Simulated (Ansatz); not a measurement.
## NbC: do energies and stresses tell the same story?

Computed with DFT PBE, scalar-relativistic, plane waves, PAW in Ansatz.

Cutoff 420 eV; k points 16×16×16 on the computed 2-atom cell (Γ-centred); Gaussian smearing, width 0.10 eV; no spin polarisation.

Relaxed cell: Fm-3m, a = 4.485 Å, b = 4.485 Å, c = 4.485 Å, α = 90.00°, β = 90.00°, γ = 90.00°, 2 atoms in the primitive cell.

Energies at zero smearing and pressures from the stress tensor, at volumes with shape and atoms relaxed:
| V (Å³/atom) | E − E(first) (meV/atom) | P (GPa) |
| --- | --- | --- |
| 9.924 | 0.00 | 50.16 |
| 10.263 | -88.94 | 34.52 |
| 10.601 | -147.32 | 21.16 |
| 10.939 | -179.60 | 9.75 |
| 11.278 | -189.59 | -0.01 |
| 11.616 | -180.50 | -8.35 |
| 11.954 | -155.11 | -15.48 |
| 12.406 | -99.96 | -23.38 |

Question: Check P = −dE/dV between neighbouring volumes, and get the bulk modulus from the pressures alone.

Answer: With 1 eV/Å³ = 160.2 GPa:
```
middle V (Å³/atom)  −ΔE/ΔV (GPa) mean P (GPa)
            10.094        42.117        42.340
            10.432        27.645        27.839
            10.770        15.285        15.455
            11.109         4.733         4.869
            11.447        -4.306        -4.180
            11.785       -12.022       -11.914
            12.180       -19.588       -19.428
```

The two differ by 0.22 GPa at most. The mean of two end pressures misses the average over a step by about ΔV² P″/12, up to 0.20 GPa here; with that taken off 0.02 GPa remains. Around V = 11.278 Å³/atom, the two neighbours give B = −V ΔP/ΔV = 11.278 × 18.10 / 0.677 = 301.6 GPa, against B0 = 300.1 GPa from the Birch–Murnaghan fit of the energies.